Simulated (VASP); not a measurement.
Here is a VASP 6.6.1 calculation.

File INCAR:

```
SYSTEM = Ga
PREC = Accurate
ENCUT = 600
EDIFF = 1E-6
ISMEAR = 0
SIGMA = 0.1
LREAL = .False.
LASPH = .True.
NELM = 100
ALGO = Fast
ISIF = 3
LWAVE = .False.
LCHARG = .False.
GGA = PE
IBRION = 2
NSW = 90
EDIFFG = -0.04
```

KPOINTS

```
Automatic mesh
0
Gamma
  6 4 6
  0 0 0
```

Contents of POSCAR:

```
Ga
1.0
    4.0460742517      0.0000000000      0.0000000000
    0.8854467997      4.6257947708      0.0000000000
   -1.3915357214      0.6969609765      3.3962766813
Ga
3
Direct
    0.1515292811      0.3962985939      0.0105460003
    0.6094162974      0.4877984800      0.6454445752
    0.4675787249      0.9370646574      0.6650289256
```

Potentials or basis: VASP PAW PBE potentials, release 64 (Ga_d).

Command:

```bash
$ cat potpaw_PBE.64/Ga_d/POTCAR > POTCAR
$ mpirun -np 1 vasp_std > vasp.out
```

Q: What does it give for the relaxed volume?

A: 22.77 Å³/atom.

Q: Estimate the space group after relaxing (to 0.05 Å).

A: P1 (No. 1).

Q: Estimate the band gap on the k mesh.

A: None (metal or under the smearing width).

Q: Estimate the relaxed cell.

A: a = 4.501 Å, b = 4.714 Å, c = 4.541 Å, α = 54.60°, β = 112.15°, γ = 87.64°.

Stress tensor (GPa, compression positive):
```
-0.16  0.23  0.10
 0.23 -0.24  0.03
 0.10  0.03  0.02
```
